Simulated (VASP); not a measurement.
Calculation: PBEsol GGA, VASP's PBE PAW potentials (set 64) (plane waves; VASP).

VASP ran on this input.

POSCAR:
```
ZrO2
1
    3.5874874174     0.0000000000     0.0000000000
    0.0000000000     3.5874874174     0.0000000000
   -0.0000000000     0.0000000000     5.1794327847
Zr O
2 4
Direct
  0.0000000000   0.0000000000   0.0000000000
  0.5000000000   0.5000000000   0.5000000000
  1.0000000000   0.5000000000   0.2979691929
  0.0000000000   0.5000000000   0.7979691929
  0.5000000000   0.0000000000   0.2020308071
  0.5000000000   0.0000000000   0.7020308071
```

KPOINTS:
```
Automatic mesh
0
Gamma
8 8 6
0 0 0
```

**INCAR**
```
SYSTEM = ZrO2
PREC = Accurate
ENCUT = 520
EDIFF = 1E-7
NELM = 100
ALGO = Normal
LREAL = .FALSE.
LASPH = .TRUE.
ISMEAR = 0
SIGMA = 0.01
GGA = PS
LMAXMIX = 4
LWAVE = .FALSE.
LCHARG = .FALSE.
LOPTICS = .TRUE.
NBANDS = 84
NEDOS = 1001
CSHIFT = 0.1
```

POTCAR, in this order: Zr_sv O (PBE.64 set). Program: vasp_std.

The run wrote:

File OSZICAR:
```
       N       E                     dE             d eps       ncg     rms          rms(c)
DAV:   1     0.424980479264E+03    0.42498E+03   -0.21401E+04 10088   0.587E+02
DAV:   2    -0.467217794221E+02   -0.47170E+03   -0.43750E+03 11456   0.219E+02
DAV:   3    -0.706013949424E+02   -0.23880E+02   -0.23178E+02 14284   0.441E+01
DAV:   4    -0.712210103239E+02   -0.61962E+00   -0.61792E+00 11764   0.552E+00
DAV:   5    -0.712329084551E+02   -0.11898E-01   -0.11898E-01 11744   0.734E-01    0.383E+01
DAV:   6    -0.602438726652E+02    0.10989E+02   -0.43855E+00 12272   0.172E+01    0.141E+01
DAV:   7    -0.600687026997E+02    0.17517E+00   -0.12988E+00 11548   0.363E+00    0.106E+01
DAV:   8    -0.600309363794E+02    0.37766E-01   -0.39129E-01 11240   0.272E+00    0.599E+00
DAV:   9    -0.599739904334E+02    0.56946E-01   -0.60628E-02 10948   0.111E+00    0.355E-01
DAV:  10    -0.599740280144E+02   -0.37581E-04   -0.50037E-03 11680   0.291E-01    0.318E-01
DAV:  11    -0.599740738292E+02   -0.45815E-04   -0.66245E-04 11056   0.806E-02    0.361E-02
DAV:  12    -0.599740847677E+02   -0.10939E-04   -0.43116E-05 12344   0.236E-02    0.192E-02
DAV:  13    -0.599740860635E+02   -0.12958E-05   -0.66136E-06 11276   0.116E-02    0.571E-03
DAV:  14    -0.599740867272E+02   -0.66370E-06   -0.10975E-06 11580   0.293E-03    0.118E-03
DAV:  15    -0.599740867877E+02   -0.60530E-07   -0.53610E-08 10072   0.995E-04
   1 F= -.59974087E+02 E0= -.59974087E+02  d E =-.605487E-14
 imaginary and real dielectric function
```

File OUTCAR:
```
------------------------ aborting loop because EDIFF is reached ----------------------------------------
  FORCE on cell =-STRESS in cart. coord.  units (eV):
  Direction    XX          YY          ZZ          XY          YZ          ZX
  --------------------------------------------------------------------------------------
  Total       -0.0595281     -0.0595281     -0.0880673      0.0000000      0.0000000     -0.0000000
  in kB       -1.4307704     -1.4307704     -2.1167146      0.0000000      0.0000000     -0.0000000
  external PRESSURE =      -1.6594185 kB  Pullay stress =       0.0000000 kB
  volume of cell :       66.66
      direct lattice vectors                 reciprocal lattice vectors
     3.587487417  0.000000000  0.000000000     0.278746622  0.000000000  0.000000000
     0.000000000  3.587487417  0.000000000     0.000000000  0.278746622  0.000000000
     0.000000000  0.000000000  5.179432785     0.000000000  0.000000000  0.193071335
 POSITION                                       TOTAL-FORCE (eV/Angst)
 -----------------------------------------------------------------------------------
      0.00000      0.00000      0.00000         0.000000     -0.000000      0.000000
      1.79374      1.79374      2.58972         0.000000      0.000000      0.000000
      0.00000      1.79374      1.54331         0.000000      0.000000     -0.001560
      0.00000      1.79374      4.13303        -0.000000      0.000000     -0.001560
      1.79374      0.00000      1.04640         0.000000      0.000000      0.001560
      1.79374      0.00000      3.63612         0.000000      0.000000      0.001560
 -----------------------------------------------------------------------------------
    total drift:                                0.000000      0.000000      0.000000
  FREE ENERGIE OF THE ION-ELECTRON SYSTEM (eV)
  ---------------------------------------------------
  free  energy   TOTEN  =       -59.9740867877 eV

  energy  without entropy=      -59.9740867877  energy(sigma->0) =      -59.97408679

 plasma frequency squared (from intraband transitions) (eV^2)
  --------------------------------------------------------------------------------------
       0.000       0.000       0.000
       0.000       0.000       0.000
       0.000       0.000       0.000

 plasma frequency squared (from interband transitions, int dw w eps(2)(w)) (eV^2)
  --------------------------------------------------------------------------------------
     763.588       0.000       0.000       0.000      -0.000      -0.000
       0.000      -0.000     763.588       0.000       0.000      -0.000
      -0.000       0.000       0.000       0.000     762.595       0.000
```
(Selected blocks of OUTCAR.)

The structure comes from a computed database's ZrO2 entry (P4_2/nmc); how it stands against other phases isn't given here. It was relaxed first.
